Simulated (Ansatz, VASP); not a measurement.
Li in VASP and in Ansatz

File INCAR:

```
SYSTEM = Li
PREC     = Accurate       ! precision mode
ENCUT    = 520            ! plane-wave cutoff, eV
EDIFF    = 1E-6           ! SCF threshold, eV
ISMEAR   = 0              ! smearing method
SIGMA    = 0.15           ! smearing width, eV
LREAL    = .FALSE.        ! projectors in reciprocal space
LASPH    = .TRUE.         ! aspherical terms in the spheres
NELM     = 100            ! most SCF steps
ALGO     = Normal         ! electronic algorithm
ISIF     = 2              ! what is computed and relaxed
LWAVE    = .FALSE.        ! write WAVECAR
LCHARG   = .FALSE.        ! write CHGCAR
GGA      = PE             ! functional
IVDW     = 12             ! dispersion correction
NBANDS   = 10             ! bands
```

KPOINTS

```
regular mesh
0
G
  16 16 12
  0 0 0
```

File POSCAR:

```
Li
1.0
    0.0000000000     -2.0363929747     -2.0363929747
    0.0000000000      2.0363929747     -2.0363929747
    4.0727859494      0.0000000000      0.0000000000
Li
2
Direct
    0.5610454375      0.4389545625      0.5000000000
   -0.0610454375      0.0610454375      0.0000000000
```

Input for Ansatz:

```yaml
crystal:
  lattice:
    - [0.0, -2.0363929747, -2.0363929747]
    - [0.0, 2.0363929747, -2.0363929747]
    - [4.0727859494, 0.0, 0.0]
  atoms:
    - { symbol: Li, position: [0.5610454375, 0.4389545625, 0.5] }
    - { symbol: Li, position: [-0.0610454375, 0.0610454375, 0.0] }
basis:
  ecutwfc: 520.0
kpoints:
  mp_grid: { grid: [16, 16, 12] }
hamiltonian:
  xc: pbe
  dispersion: d3bj
scf:
  occupations: { method: gaussian, width: 0.15 }
output:
  forces: true
  stress: true
  eigenvalues: true
```

Change from the starting cell: mode 4 frozen in at -0.255 Å, equal normal strain along x, y and z -0.0250.

Alike in both runs: task single point; functional PBE; dispersion D3(BJ); k mesh 16 × 16 × 12; occupations gaussian, width 0.15 eV; no spin polarisation.

|  | VASP | Ansatz |
| --- | --- | --- |
| version | VASP 6.6.1 | Ansatz 0.2.0 |
| potentials or method | VASP PAW PBE potentials, release 64 (Li_sv) | scalar-relativistic, plane waves, PAW |
| plane-wave cutoff (eV) | 520 | 520 |
| valence electrons in the cell | 6 | 6 |

|  | VASP | Ansatz | Ansatz less VASP |
| --- | --- | --- | --- |
| gap on the k mesh at the Fermi level (eV) | none | none | - |
| rms of the force components (eV/Å) | 0.246 | 0.246 | -0.0001 |

Atom by atom the forces differ by 0.000 eV/Å (rms over components). A gap of «none» marks a metal or a gap that the smearing closes.
